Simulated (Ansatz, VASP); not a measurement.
# One calculation of RbBr, two programs

```
Rb Br
1.0
     0.00000    3.42700    3.42700
     3.42700    0.00000    3.42700
     3.42700    3.42700    0.00000
Rb Br
1 1
Direct
  0.00000 0.00000 0.00000
  0.50000 0.50000 0.50000
```

Alike in both runs: task band structure; functional r2SCAN; k mesh 7 × 7 × 7; occupations fermi-dirac, width 0.05 eV; no spin polarisation.

```csv
,VASP,Ansatz
version,VASP 6.6.1,Ansatz 0.2.0
potentials or method,"VASP PAW PBE potentials, release 64 (Rb_sv, Br)",Ansatz PAW
plane-wave cutoff (eV),520,500
valence electrons in the cell,16,16
```

|  | VASP | Ansatz | Ansatz less VASP |
| --- | --- | --- | --- |
| gap on the k mesh at the Fermi level (eV) | 4.97 | 4.97 | 0.000 |
| least direct gap on the mesh (eV) | 4.97 | 4.97 | 0.000 |
| gap along the band path (eV) | 4.97 | 4.97 | 0.000 |
| pressure (GPa) | 0.5 | 0.5 | -0.02 |

With one functional, cell and mesh, what is left measures potentials, basis and numerics.

Caveats: the PAW data sets were made with another functional, which shifts forces and pressure a little (VASP); the PAW data sets come from PBE, with cores solved anew for the run's functional, which leaves a small shift of forces and pressure (Ansatz). r2SCAN opens gaps a little over a GGA but as a rule still falls short of measured ones.
